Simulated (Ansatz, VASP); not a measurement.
Two plane-wave programs on Al

```xyz
8
Lattice="5.1336 0.0000 0.0000 0.0000 5.1336 0.0000 0.0000 0.0000 5.1336" Properties=species:S:1:pos:R:3 pbc="T T T"
Al    2.5668    2.5668    2.5668
Al    0.0000    0.0000    0.0000
Al    1.2834    0.0000    2.5668
Al    2.5668    1.2834    0.0000
Al    2.5668    3.8502    0.0000
Al    3.8502    0.0000    2.5668
Al    0.0000    2.5668    3.8502
Al    0.0000    2.5668    1.2834
```

Alike in both runs: functional PBE; k mesh 8 × 8 × 8; occupations gaussian, width 0.1 eV; no spin polarisation.

Ansatz relaxed the structure, and its values are those at the end. VASP's run is a single point on that final structure, the one shown.

|  | VASP | Ansatz |
| --- | --- | --- |
| version | VASP 6.6.1 | Ansatz 0.2.0 |
| potentials or method | VASP PAW PBE potentials, release 64 (Al) | scalar-relativistic, plane waves, PAW |
| plane-wave cutoff (eV) | 520 | 420 |
| valence electrons in the cell | 24 | 24 |

|  | VASP | Ansatz | Ansatz less VASP |
| --- | --- | --- | --- |
| gap on the k mesh at the Fermi level (eV) | none | none | - |
| pressure (GPa) | 0.0 | 0.0 | +0.02 |

A gap of «none» marks a metal or a gap that the smearing closes.
